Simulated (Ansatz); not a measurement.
Computed with Ansatz, DFT PBE, scalar-relativistic, plane waves, PAW.

Cutoff 420 eV; k points 12×12×6 on the computed 2-atom cell (Γ-centred); Gaussian smearing, width 0.10 eV; no spin polarisation.

Structure with the computed forces (eV/Å) in the last three columns:

```xyz
2
Lattice="3.9800 0.0000 0.0000 -1.9900 3.4468 0.0000 0.0000 0.0000 6.5200" Properties=species:S:1:pos:R:3:forces:R:3 pbc="T T T" pressure_GPa=-0.80
Ca    0.0966    2.2859    1.5158   -0.0360    0.0080    0.1600
Ca    1.9900    1.1489    4.8900    0.0360   -0.0080   -0.1600
```

Stress tensor (GPa, compression positive):

```
-0.83 -0.15 -0.03
-0.15 -0.87  0.01
-0.03  0.01 -0.69
```

This form isn't the element's structure at ambient conditions.